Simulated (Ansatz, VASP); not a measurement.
**One calculation of Ag, two programs**

The input INCAR:

```
PREC     = Accurate       # precision mode
ENCUT    = 600            # plane-wave cutoff, eV
EDIFF    = 1E-6           # SCF threshold, eV
ISMEAR   = -1             # smearing method
SIGMA    = 0.05           # smearing width, eV
LREAL    = F              # projectors in reciprocal space
LASPH    = T              # aspherical terms in the spheres
NELM     = 60             # most SCF steps
ALGO     = Normal         # electronic algorithm
ISIF     = 3              # what is computed and relaxed
LWAVE    = F              # write WAVECAR
LCHARG   = F              # write CHGCAR
GGA      = PE             # functional
IVDW     = 13             # dispersion correction
IBRION   = 2              # ionic algorithm
NSW      = 40             # ionic steps
EDIFFG   = -0.01          # ionic threshold
```

Contents of KPOINTS:

```
Automatic mesh
0
Gamma
  11 11 11
```

POSCAR

```
Ag
1.0
    0.0000000000      2.0427500000      2.0427500000
    2.0427500000      0.0000000000      2.0427500000
    2.0427500000      2.0427500000      0.0000000000
Ag
1
Direct
    0.0000000000      0.0000000000      0.0000000000
```

Contents of input.yaml:

```yaml
crystal:
  lattice:
    - [0.0, 2.04275, 2.04275]
    - [2.04275, 0.0, 2.04275]
    - [2.04275, 2.04275, 0.0]
  atoms:
    - { symbol: Ag, position: [0.0, 0.0, 0.0] }
hamiltonian:
  xc: pbe
  pseudopotentials: { kind: paw }
  dispersion: d4
kpoints:
  mp_grid: { grid: [11, 11, 11] }
scf:
  occupations: { method: fermi_dirac, width: 0.05 }
output:
  forces: true
  stress: true
  write_density: true
  write_potential: true
  elf: true
  volumetric_format: npy
relax:
  f_tol: 0.01
  max_steps: 40
  cell: { stress_tol: 0.05 }
```

Alike in both runs: task relaxation of cell and atoms; functional PBE; dispersion D4; k mesh 11 × 11 × 11; occupations fermi-dirac, width 0.05 eV; no spin polarisation.

```csv
,VASP,Ansatz
version,VASP 6.6.1,Ansatz 0.2.0
potentials or method,"VASP PAW PBE potentials, release 64 (Ag)",Ansatz PAW
plane-wave cutoff (eV),600,420
valence electrons in the cell,11,19
```

VASP gave:

* gap on the k mesh at the Fermi level, each at its own relaxed structure (eV): none
* relaxed volume (Å³/atom): 16.93
* relaxed cell length with the largest relative difference (Å): 2.882

Task: What did Ansatz give for the same quantities?

Result: gap on the k mesh at the Fermi level, each at its own relaxed structure (eV): none; relaxed volume (Å³/atom): 16.96; relaxed cell length with the largest relative difference (Å): 2.884.

A gap of «none» marks a metal or a gap that the smearing closes. The two sets of potentials don't hold the same shells in valence.

Caveats: pairwise dispersion overbinds metals, which lowers pressure and volume; the plane-wave basis is chosen anew once the cell has moved, so the energies of steps on either side of that aren't comparable (Ansatz).
